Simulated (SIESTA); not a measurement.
Input of a SIESTA 5.4.2 run:

Contents of Hf.fdf:

```
SystemName                      Hf
SystemLabel                     Hf
NumberOfSpecies                 1
NumberOfAtoms                   1
%block ChemicalSpeciesLabel
  1  72 Hf
%endblock ChemicalSpeciesLabel

LatticeConstant                 1.0 Ang
%block LatticeVectors
     0.0000000000     2.2200000000     2.2200000000
     2.2200000000     0.0000000000     2.2200000000
     2.2200000000     2.2200000000     0.0000000000
%endblock LatticeVectors
AtomicCoordinatesFormat         Fractional
%block AtomicCoordinatesAndAtomicSpecies
     0.0000000000     0.0000000000     0.0000000000  1  Hf
%endblock AtomicCoordinatesAndAtomicSpecies

%block kgrid.MonkhorstPack
   10   0   0  0.0
    0  10   0  0.0
    0   0  10  0.0
%endblock kgrid.MonkhorstPack
XC.Functional                   GGA
XC.Authors                      PBEsol
PAO.BasisSize                   DZ
PAO.EnergyShift                 0.003 Ry
Mesh.Cutoff                     800 Ry
OccupationFunction              FD
ElectronicTemperature           0.05 eV
MaxSCFIterations                120
SCF.MustConverge                false
SCF.Mixer.Method                Pulay
SCF.Mixer.Weight                0.25
SCF.Mixer.History               8
SCF.DM.Tolerance                5.0e-05
SCF.H.Tolerance                 1.0e-03 eV
WriteForces                     true
Charge.Mulliken                 end
BandLinesScale                  ReciprocalLatticeVectors
%block BandLines
    1    0.000000   0.000000   0.000000  \Gamma
   12    0.500000   0.000000   0.500000  X
    6    0.500000   0.250000   0.750000  W
    4    0.375000   0.375000   0.750000  K
   13    0.000000   0.000000   0.000000  \Gamma
   11    0.500000   0.500000   0.500000  L
    8    0.625000   0.250000   0.625000  U
    4    0.500000   0.250000   0.750000  W
    9    0.500000   0.500000   0.500000  L
    8    0.375000   0.375000   0.750000  K
    1    0.625000   0.250000   0.625000  U
    4    0.500000   0.000000   0.500000  X
%endblock BandLines
%block PAO.Basis
  Hf 4
  n=5 0 2
    3.241 0.000
  n=6 0 2
    8.114 0.000
  n=5 1 2
    3.929 0.000
  n=5 2 2
    7.842 0.000
%endblock PAO.Basis
```

Potentials or basis: PseudoDojo 0.4 standard (PBEsol files), DZ (energy shift 0.003 Ry; two zetas on semicore shells).

Run with:

```console
$ siesta Hf.fdf > Hf.out 2>&1
```

(1) Estimate the pressure.

(2) Predict the band gap on the k mesh.

Results:

(1) -1.0 GPa.

(2) none (metal or under the smearing width).

Caveat: the basis has no polarisation orbitals; short orbitals over semicore shells can move pressures by several GPa; spin-orbit coupling is left out, which moves the levels of the heavy elements; the basis of atomic orbitals isn't converged, which shifts pressures, moduli and gaps.
